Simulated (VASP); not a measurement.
KBr, 2 atoms in the cell. It takes space group Immm (No. 71, orthorhombic). Conventional cell: a = 4.511 Å, b = 4.802 Å, c = 6.585 Å, α = 90.00°, β = 90.00°, γ = 90.00°. Around K (site symmetry mmm) lie 6 Br at 3.29 Å. Br (site symmetry mmm) is surrounded by 6 K at 3.29 Å.  The cell isn't the ideal one: strain +0.0625 x Voigt [0, 0, 0, 1, 0, 0], atoms carried along.

| Quantity | Value |
| --- | --- |
| Program | VASP 6.6.1 |
| Task | single point |
| Functional | PBEsol |
| Potentials or basis | VASP PAW PBE potentials, release 64 (K_sv, Br) |
| Cutoff | 520 eV |
| k mesh | 6 × 6 × 6 |
| Occupations | gaussian, width 0.05 eV |
| Spin | no spin polarisation |
| Dipole correction | no |
| Further INCAR settings | ALGO = Normal; EDIFF = 1e-06; NBANDS = 15 |

Potentials or basis: VASP PAW PBE potentials, release 64 (K_sv, Br).

Command:

```console
$ cat potpaw_PBE.64/K_sv/POTCAR potpaw_PBE.64/Br/POTCAR > POTCAR
$ mpirun -np 1 vasp_std > vasp.out
```

Hardware: 1 thread of Intel(R) Xeon(R) Platinum 8488C (Sapphire Rapids), with other jobs on the host.

Task: Estimate the wall time of this run.

Result: It took 24 s on 1 thread of Intel(R) Xeon(R) Platinum 8488C (Sapphire Rapids) (shared host), peak memory 0.23 GiB. Counts: scf iterations 13, k points 46.
